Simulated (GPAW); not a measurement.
FeGe:

```
CELL_PARAMETERS angstrom
4.99760 0.00000 0.00000
-2.49880 4.32805 0.00000
0.00000 0.00000 4.11576
ATOMIC_POSITIONS crystal
Ge 0.66667 0.33333 0.50000
Ge 0.33333 0.66667 0.50000
Ge 0.00000 0.00000 0.00000
Fe 0.00000 0.50000 0.00000
Fe 0.50000 0.50000 0.00000
Fe 0.50000 0.00000 0.00000
```

The cell is a database's computed one.

Program: GPAW 26.7.0. Alike in all runs: task band structure; spin collinear, ferromagnetic start; cell as given; k mesh 4 × 4 × 4; cutoff (eV) 600; smearing fermi-dirac 0.05 eV; the mesh is coarse, so values aren't converged.

Q: Order these runs on this cell by their pressure, lowest first.
A. level PBEsol; potentials or basis PAW data sets generated in the run's folder for this functional, pw
B. level r2SCAN; potentials or basis GPAW PAW data sets (gpaw-data 1.2.1), pw
C. level LDA; potentials or basis the program's PAW data sets (release 1.2.1) made for this functional, pw

A: C (-14.5 GPa), A (-8.6 GPa), B (0.0 GPa).

Caveats: all runs use coarse meshes; the PAW data sets were made with another functional, which shifts forces and pressure a little (some runs).

Not every run made on this cell is shown here.
